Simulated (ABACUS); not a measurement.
Input of an ABACUS 3.10.1 run:

File run_abacus.py:

```python
"""ABACUS run from a structure file: ASE reads it, the script writes STRU, KPT and INPUT."""
import re
import subprocess
import spglib
from ase import Atoms
from ase.io import read
from ase.units import Bohr

atoms = read("Ga.cif")
cell, frac, numbers = spglib.standardize_cell((atoms.cell[:], atoms.get_scaled_positions(), atoms.numbers), to_primitive=True, symprec=1e-4)
atoms = Atoms(numbers=numbers, cell=cell, scaled_positions=frac, pbc=True)  # the primitive cell
atoms = atoms[(-atoms.numbers).argsort(kind="stable")]  # ABACUS lists atoms element by element
pseudo = {'Ga': 'Ga.upf'}
orbital = {'Ga': 'Ga_confined-atom_8au_3s3p3d1f.orb'}
magmoms = None
kmesh = [7, 7, 6]
params = {
    'suffix': 'Ga',
    'calculation': 'scf',
    'basis_type': 'lcao',
    'pseudo_dir': './',
    'orbital_dir': './',
    'symmetry': 1,
    'dft_functional': 'pbe',
    'ecutwfc': 100,
    'pseudo_rcut': 7,
    'nspin': 1,
    'nbands': 17,
    'ks_solver': 'genelpa',
    'smearing_method': 'fd',
    'smearing_sigma': 0.00367493,
    'scf_thr': 1e-07,
    'scf_nmax': 100,
    'mixing_type': 'broyden',
    'mixing_beta': 0.7,
    'cal_force': 1,
    'cal_stress': 1,
    'out_mul': 1,
}

symbols = atoms.get_chemical_symbols()
elements = list(dict.fromkeys(symbols))
lines = ["ATOMIC_SPECIES"] + [f"{e} {atoms.get_masses()[symbols.index(e)]:.4f} {pseudo[e]}" for e in elements]
if orbital:
    lines += ["", "NUMERICAL_ORBITAL"] + [orbital[e] for e in elements]
lines += ["", "LATTICE_CONSTANT", f"{1 / Bohr:.10f}", "", "LATTICE_VECTORS"]
lines += [" ".join(f"{x:.10f}" for x in v) for v in atoms.cell]
lines += ["", "ATOMIC_POSITIONS", "Direct"]
for e in elements:
    lines += ["", e, "0.0", str(symbols.count(e))]
    for i, p in enumerate(atoms.get_scaled_positions(wrap=False)):
        if symbols[i] == e:
            mag = "" if magmoms is None else " mag " + " ".join(str(x) for x in (magmoms[i] if isinstance(magmoms[i], list) else [magmoms[i]]))
            lines.append(" ".join(f"{x:.10f}" for x in p) + " 1 1 1" + mag)
open("STRU", "w").write("\n".join(lines) + "\n")
open("KPT", "w").write("K_POINTS\n0\nGamma\n%d %d %d 0 0 0\n" % tuple(kmesh))
open("INPUT", "w").write("INPUT_PARAMETERS\n" + "".join(f"{k:<20s}{v}\n" for k, v in params.items()))

done = subprocess.run(['mpirun', '-np', '4', 'abacus'])
if done.returncode:
    raise SystemExit(done.returncode)
log = open("OUT.Ga/running_scf.log").read()
print("final energy (eV):", re.findall(r"FINAL_ETOT_IS (\S+)", log))
```

File Ga.cif:

```cif
data_Ga
_cell_length_a 2.76600000
_cell_length_b 8.05300000
_cell_length_c 3.33200000
_cell_angle_alpha 90.00000000
_cell_angle_beta 92.02000000
_cell_angle_gamma 90.00000000
_space_group_name_H-M_alt 'C2/c'
_space_group_name_Hall '-C 2yc'
_space_group_IT_number 15
loop_
_space_group_symop_operation_xyz
'x,y,z'
'-x,-y,-z'
'-x,y,-z+1/2'
'x,-y,z+1/2'
'x+1/2,y+1/2,z'
'-x+1/2,-y+1/2,-z'
'-x+1/2,y+1/2,-z+1/2'
'x+1/2,-y+1/2,z+1/2'
loop_
_atom_site_label
_atom_site_type_symbol
_atom_site_symmetry_multiplicity
_atom_site_Wyckoff_symbol
_atom_site_fract_x
_atom_site_fract_y
_atom_site_fract_z
_atom_site_occupancy
Ga1 Ga 4 e 0.0000000000 0.8690000000 0.7500000000 1
```

Potentials or basis: PseudoDojo NC SR 0.4.1 PBE standard, TZDP LCAO (the cutoffs set its grid).

Command:

```sh
$ OMP_NUM_THREADS=1 python run_abacus.py > log
```

**Question.** Estimate the band gap on the k mesh.

**Answer.** None (metal or under the smearing width).

**Question.** Predict the largest force.

**Answer.** 0.155 eV/Å.

**Question.** What does it give for the pressure?

**Answer.** 2.5 GPa.

Stress tensor (GPa, compression positive):
```
 1.92  0.00 -0.50
 0.00  3.88  0.00
-0.50  0.00  1.75
```

Caveat: the atomic orbitals were generated for these runs and aren't a published set; the basis of atomic orbitals isn't converged, which shifts pressures, moduli and gaps.
